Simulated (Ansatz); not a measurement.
Cu in Ansatz: convergence with smearing width

Cu:

```
Cu
1.0
     0.00000    1.80750    1.80750
     1.80750    0.00000    1.80750
     1.80750    1.80750    0.00000
Cu
1
Direct
  0.00000 0.00000 0.00000
```

```yaml
Program: Ansatz 0.2.0
Task: convergence study
Functional: r2SCAN
Potentials_or_basis: PseudoDojo standard (PBE files)
Cutoff: 1252 eV
Density_cutoff: 5007 eV
k_mesh: 11 × 11 × 11
Occupations: cold, width 0.3 eV
Spin: no spin polarisation
```

These are the settings of the first run; the series varies smearing width, with any setting tied to it.

Hardware: 2 threads of Arm Neoverse V1 (shared host).

```
smearing width  energy less the tightest run, at zero smearing (meV/atom)  pressure (GPa)  SCF cycles  CPU time (s)  peak memory (GiB)
        0.3 eV                                                       0.78           -6.44           7           5.5               0.34
        0.2 eV                                                       0.69           -6.49           7           5.5               0.34
       0.15 eV                                                       0.48           -6.51           7             5               0.34
        0.1 eV                                                       0.16           -6.51           7           4.9               0.34
       0.05 eV                                                      -0.03           -6.46           7           5.3               0.34
      0.025 eV                                                      -0.01           -6.46           7             5               0.34
       0.01 eV                                                       0.00           -6.46           7             5               0.34
      0.005 eV                                                       0.00           -6.46           7             5               0.34
```

Against the tightest run, the energy stays within 1 meV/atom from 0.3 eV on; the pressure stays within 0.1 GPa from 0.3 eV on. Narrower smearing needs a denser k mesh, so at a fixed mesh the narrowest width isn't the most accurate. The tightest run that finished is the yardstick and may itself not be fully converged.

Caveat, for the tightest run too: the meta-GGA runs on potentials made for a GGA; the potentials were made for another functional, which shifts forces and pressure.
